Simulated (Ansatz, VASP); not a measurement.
**NbSi in VASP and in Ansatz**

The input INCAR:

```
SYSTEM = NbSi
PREC = Accurate
ENCUT = 520
EDIFF = 1E-6
ISMEAR = -1
SIGMA = 0.05
LREAL = .FALSE.
LASPH = .TRUE.
NELM = 100
ALGO = Normal
ISIF = 2
LWAVE = .FALSE.
LCHARG = .TRUE.
GGA = PE
LELF = .TRUE.
LVHAR = .TRUE.
NBANDS = 16
```

File KPOINTS:

```
regular mesh
0
G
  8 8 8
  0 0 0
```

File POSCAR:

```
NbSi
1.0
    3.1773441854      0.0000000000      0.0000000000
    0.0000000000      3.1773441854      0.0000000000
    0.0000000000      0.0000000000      3.1773441854
Nb Si
1 1
Direct
    0.0000000000      0.0000000000      0.0000000000
    0.5000000000      0.5000000000      0.5000000000
```

The input input.yaml:

```yaml
crystal:
  lattice:
    - [3.1773441854, 0.0, 0.0]
    - [0.0, 3.1773441854, 0.0]
    - [0.0, 0.0, 3.1773441854]
  atoms:
    - { symbol: Nb, position: [0.0, 0.0, 0.0] }
    - { symbol: Si, position: [0.5, 0.5, 0.5] }
kpoints:
  mp_grid: { grid: [8, 8, 8] }
scf:
  occupations: { method: fermi_dirac, width: 0.05 }
hamiltonian:
  xc: pbe
  pseudopotentials: { kind: all_electron, lapw: { basis_error: 0.0005 } }
output:
  forces: true
  stress: true
  eigenvalues: true
```

Change from the starting cell: volume scaled by 1.02.

Alike in both runs: task single point; functional PBE; k mesh 8 × 8 × 8; occupations fermi-dirac, width 0.05 eV; no spin polarisation.

```csv
,VASP,Ansatz
version,VASP 6.6.1,Ansatz 0.2.0
potentials or method,"VASP PAW PBE potentials, release 64 (Nb_sv, Si)","all-electron LAPW, scalar-relativistic"
plane-wave cutoff (eV),520,see its input
```

```tsv
	VASP	Ansatz	Ansatz less VASP
gap on the k mesh at the Fermi level (eV)	none	none	-
pressure (GPa)	-3.5	-3.3	+0.18
```

A gap of «none» marks a metal or a gap that the smearing closes. Ansatz ran all-electron here, so the differences hold the error of VASP's frozen core and of both bases.
